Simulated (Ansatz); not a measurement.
# Cu3N: the cost of one run

Program: Ansatz 0.2.0. Level of theory: DFT PBE, scalar-relativistic, plane waves, PAW. These are calculated values, not measurements.

The COD entry's cell or inner coordinates are ideal or old and differ from later refinements, so a difference from it is no clean test against experiment.

3 further runs of the same task are left out: 1 that didn't finish, 2 set aside as unsound or not needed.

## 1. The starting structure

It takes space group Pm-3m (No. 221, cubic). Conventional cell: a = 3.827 Å, b = 3.827 Å, c = 3.827 Å, α = 90.00°, β = 90.00°, γ = 90.00°. Around Cu (site symmetry 4/mmm) lie 2 N at 1.91 Å. N (site symmetry m-3m) has 6 Cu at 1.91 Å as nearest neighbours.

As a file:

```
Cu N
1.0
     3.82729    0.00000    0.00000
     0.00000    3.82729    0.00000
     0.00000    0.00000    3.82729
Cu N
3 1
Cartesian
  1.9136 0.0000 0.0000
  0.0000 1.9136 0.0000
  0.0000 0.0000 1.9136
  0.0000 0.0000 0.0000
```

It is the result of an earlier relaxation at this level (volume 14.02 Å³/atom; gap on the mesh: 0.22 eV).

## 2. Electronic structure at the relaxed geometry

Input file input.yaml:

```yaml
crystal:
  lattice:
    - [3.8272904605, 0.0, 0.0]
    - [0.0, 3.8272904605, 0.0]
    - [0.0, 0.0, 3.8272904605]
  atoms:
    - { symbol: Cu, position: [0.5, 0.0, 0.0] }
    - { symbol: Cu, position: [0.0, 0.5, 0.0] }
    - { symbol: Cu, position: [0.0, 0.0, 0.5] }
    - { symbol: "N", position: [0.0, 0.0, 0.0] }
basis:
  ecutwfc: 420
kpoints:
  mp_grid: { grid: [10, 10, 10] }
  band_path:
    path:
      - [[0.0, 0.0, 0.0], [0.0, 0.5, 0.0], [0.5, 0.5, 0.0], [0.0, 0.0, 0.0], [0.5, 0.5, 0.5], [0.0, 0.5, 0.0]]
      - [[0.5, 0.5, 0.5], [0.5, 0.5, 0.0]]
    npoints: 14
hamiltonian:
  xc: pbe
scf:
  occupations: { method: gaussian, width: 0.01 }
  n_extra_bands: 10
output:
  forces: true
  stress: true
  eigenvalues: true
  populations: true
  dos: { projected: true, de: 0.02, nscf_kmesh: { grid: [15, 15, 15] } }
  bader: true
  write_density: true
  write_potential: true
  elf: true
  volumetric_format: npy
```

Started as:

```bash
> ansatz run input.yaml --threads 1 --pin off --max-ram 2560MiB --backend cpu --events-out ev --progress --plain --runs-dir out
```

**Question.** How long does this run take on 1 thread of Arm Neoverse V2, shared host, and how much memory does it need?

About 56 s, with a peak of 0.48 GiB.
